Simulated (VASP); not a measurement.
# TiPt₃: relaxation with set parts of the cell free, by free to move

TiPt₃, P1 (no. 1), 4 atoms in the cell. PBE, constrained relaxation; PAW potentials Pt, Ti_sv (PBE set).

| Free to move | Volume (Å³/atom) | Pressure in a fresh run at the final cell (GPa) | Pressure printed at the end of the relaxation (GPa) | Ionic steps, all stages | Electronic steps, all stages | Time (s) |
|---|---|---|---|---|---|---|
| atoms | 15.035 | 5.21 | 5.22 | 11 | 98 | 134 |
| atoms, shape and volume | 15.350 | 0.00 | 0.00 | 17 | 154 | 239 |
| atoms and shape at fixed volume | 15.035 | 5.18 | 5.18 | 11 | 105 | 141 |
| shape alone | 15.035 | 5.44 | 5.45 | 11 | 95 | 171 |
| shape and volume | 15.366 | -0.02 | 0.02 | 15 | 125 | 200 |
| volume alone | 15.370 | 0.01 | 0.04 | 7 | 87 | 122 |
| atoms and volume | 15.355 | -0.03 | -0.03 | 19 | 155 | 223 |
| atoms and the z components of the lattice | 15.294 | 0.96 | 1.03 | 13 | 124 | 160 |
| atoms and the x and y components of the lattice | 15.328 | 0.41 | 0.41 | 14 | 132 | 180 |
| atoms and the y and z components of the lattice | 15.326 | 0.43 | 0.43 | 17 | 147 | 329 |

Limits: the start was distorted on purpose (random strain, atoms moved at random), so the space group given is the start's and not the crystal's.

## Input of the first row

INCAR.step1:
```
ALGO = Normal ; EDIFF = 1E-6
EDIFFG = -0.01 ; ENCUT = 400
IBRION = 2 ; ISIF = 2
ISMEAR = 1 ; ISYM = 0
KPAR = 8 ; LASPH = T
LCHARG = F ; LREAL = F
LWAVE = F ; NELM = 100
NSW = 80 ; POTIM = 0.5
PREC = Accurate ; SIGMA = 0.1
```

INCAR.step3, as INCAR.step1 but for:
```
- EDIFFG = -0.01
- IBRION = 2
- NSW = 80
- POTIM = 0.5
+ NSW = 0
```

KPOINTS:
```
k-points
0
Gamma
  6 6 6
```

POSCAR.step1:
```
TiPt3
1.0
    3.9104670000     -0.0093830000     -0.0040240000
   -0.0093830000      3.9322820000      0.0200210000
   -0.0040240000      0.0200210000      3.9112070000
Pt Ti
3 1
Direct
    0.5076530000      0.5028150000     -0.0010860000
    0.4881120000      0.0038070000      0.5002890000
   -0.0028070000      0.4999640000      0.4993190000
    0.0070430000     -0.0065860000      0.0014780000
```

POSCAR.step3:
```
TiPt3
1.0
    3.9104670000     -0.0093830000     -0.0040240000
   -0.0093830000      3.9322820000      0.0200210000
   -0.0040240000      0.0200210000      3.9112070000
Pt Ti
3 1
Direct
    0.5000490378      0.4999291768      0.0000156925
    0.5000228882      0.9999523691      0.5000373326
    0.0000477916      0.5000090976      0.5000023073
    0.9998812824      0.0001093564      0.9999446676
```

Commands (each step's output is kept before the next begins):
```
cat potpaw_PBE.64/Pt/POTCAR potpaw_PBE.64/Ti_sv/POTCAR > POTCAR
cp INCAR.step1 INCAR
cp POSCAR.step1 POSCAR
mpirun -np 8 vasp_std > vasp.out
cp CONTCAR POSCAR
mpirun -np 8 vasp_std > vasp.out
cp CONTCAR POSCAR
cp INCAR.step3 INCAR
cp POSCAR.step3 POSCAR
mpirun -np 8 vasp_std > vasp.out
```

Changes of the last row against the first:
```
- ISIF = 2
+ ISIF = 3
+ LATTICE_CONSTRAINTS = .FALSE. .TRUE. .TRUE.
```

VASP 6.6.1 took 134 s on 8 cores (Intel Xeon Platinum 8259CL @ 2.50GHz (Skylake/Cascade Lake)), a shared host.
